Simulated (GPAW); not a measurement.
The system is TiAl3.

```
Ti Al
1.0
    -1.91111    1.91111    4.28067
     1.91111   -1.91111    4.28067
     1.91111    1.91111   -4.28067
Ti Al
1 3
Direct
  0.00000 0.00000 0.00000
  0.25000 0.75000 0.50000
  0.75000 0.25000 0.50000
  0.50000 0.50000 0.00000
```

The cell comes from a database or a generator and needn't be the stable form of this composition.

Base run:

```yaml
Program: GPAW 26.7.0
Functional: PBEsol
Potentials_or_basis: PAW data sets generated in the run's folder for this functional
Cutoff: 600 eV
Basis: pw
k_mesh: 7 × 7 × 7
Occupations: fermi-dirac, width 0.05 eV
Spin: no spin polarisation
```

Its results: pressure -0.4 GPa.

The run is repeated on the same cell with these changes: functional from PBEsol to LDA; potentials or basis from PAW data sets generated in the run's folder for this functional to the program's PAW data sets (release 1.2.1) made for this functional. What comes out?

Pressure -3.4 GPa.

Not every run made on this cell is shown here.
